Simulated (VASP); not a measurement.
Runs of VASP 6.6.1 on Ir. It takes space group Im-3m (No. 229, cubic). Conventional cell: a = 3.051 Å, b = 3.051 Å, c = 3.051 Å, α = 90.00°, β = 90.00°, γ = 90.00°. Ir (site symmetry m-3m) is surrounded by 8 Ir at 2.64 Å. This isn't the form of Ir at room conditions, which is fcc.

| task | level | potentials or basis | cell | k mesh | cutoff (eV) | mesh quality | gap on the mesh (eV) | pressure (GPa) | relaxed volume (Å³/atom) |
| --- | --- | --- | --- | --- | --- | --- | --- | --- | --- |
| relaxation of cell and atoms | LDA | VASP PAW LDA potentials, release 64 (Ir) | relaxed | 20 × 20 × 20 | 600 | not flagged | none | 0.0 | 14.42 |
| single point | PBEsol | VASP PAW PBE potentials, release 64 (Ir) | as given | 20 × 20 × 20 | 520 | not flagged | none | (a) | - |
| relaxation of cell and atoms | PBEsol | VASP PAW PBE potentials, release 64 (Ir) | relaxed | 20 × 20 × 20 | 580 | not flagged | none | 0.0 | 14.60 |
| relaxation of cell and atoms | PBEsol | VASP PAW PBE potentials, release 64 (Ir) | relaxed | 20 × 20 × 20 | 600 | not flagged | none | 0.0 | 14.60 |
| relaxation of cell and atoms | RPBE | VASP PAW PBE potentials, release 64 (Ir) | relaxed | 20 × 20 × 20 | 600 | not flagged | none | 0.0 | 15.26 |
| relaxation of cell and atoms | PBEsol | VASP PAW PBE potentials, release 64 (Ir) | relaxed | 8 × 8 × 8 | 600 | coarse | none | 0.0 | 14.60 |
| relaxation of cell and atoms | PBEsol | VASP PAW PBE potentials, release 64 (Ir) | relaxed | 20 × 20 × 20 | 300 | not flagged | none | 0.0 | 14.56 |

Alike in all rows: no spin polarisation; smearing gaussian 0.1 eV.

Question: Estimate the missing entries.

Answer: (a) 10.1.

Caveats: some runs use coarse meshes; the PAW data sets were made with another functional, which shifts forces and pressure a little (some runs).

A k mesh can miss the band edges, and the runs leave out spin-orbit coupling on Ir.

A gap of «none» marks a metal or a gap under the smearing width.

Runs at the PBE level aren't shown here.
